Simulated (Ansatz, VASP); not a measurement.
## KI: VASP beside Ansatz

File INCAR:

```
SYSTEM = KI
PREC = Accurate
ENCUT = 520
EDIFF = 1E-7
ISMEAR = 0
SIGMA = 0.05
LREAL = .False.
LASPH = .True.
NELM = 100
ALGO = Normal
ISIF = 2
LWAVE = .False.
LCHARG = .False.
NBANDS = 15
```

The input KPOINTS:

```
regular mesh
0
Gamma
  6 6 6
  0 0 0
```

POSCAR

```
KI
1.0
    0.0000000000      3.4893045000      3.5245500000
    3.5245500000      0.0000000000      3.5245500000
    3.5245500000      3.4893045000      0.0000000000
K I
1 1
Direct
    0.0000000000      0.0000000000      0.0000000000
    0.5000000000      0.5000000000      0.5000000000
```

Input for Ansatz:

```yaml
crystal:
  lattice:
    - [0.0, 3.4893045, 3.52455]
    - [3.52455, 0.0, 3.52455]
    - [3.52455, 3.4893045, 0.0]
  atoms:
    - { symbol: K, position: [0.0, 0.0, 0.0] }
    - { symbol: I, position: [0.5, 0.5, 0.5] }
basis:
  ecutwfc: 420
kpoints:
  mp_grid: { grid: [6, 6, 6] }
hamiltonian:
  xc: lda
scf:
  occupations: { method: gaussian, width: 0.05 }
output:
  forces: true
  stress: true
  eigenvalues: true
```

Change from the starting cell: strain -0.0100 x Voigt [0, 1, 0, 0, 0, 0], atoms carried along.

Alike in both runs: task single point; functional LDA; k mesh 6 × 6 × 6; occupations gaussian, width 0.05 eV; no spin polarisation.

|  | VASP | Ansatz |
| --- | --- | --- |
| version | VASP 6.6.1 | Ansatz 0.2.0 |
| potentials or method | VASP PAW LDA potentials, release 64 (K_sv, I) | scalar-relativistic, plane waves, PAW |
| plane-wave cutoff (eV) | 520 | 420 |
| valence electrons in the cell | 16 | 26 |

VASP gave:

| Item | Value |
| --- | --- |
| gap on the k mesh at the Fermi level (eV) | 3.65 |
| least direct gap on the mesh (eV) | 3.65 |
| pressure (GPa) | -1.1 |
| largest component of the traceless stress (GPa) | 0.15 |

Question: Estimate Ansatz's values.

Answer: gap on the k mesh at the Fermi level (eV): 3.64; least direct gap on the mesh (eV): 3.64; pressure (GPa): -1.1; largest component of the traceless stress (GPa): 0.15.

The two sets of potentials don't hold the same shells in valence.

Caveats: spin-orbit coupling is left out, which moves the levels of the heavy elements.
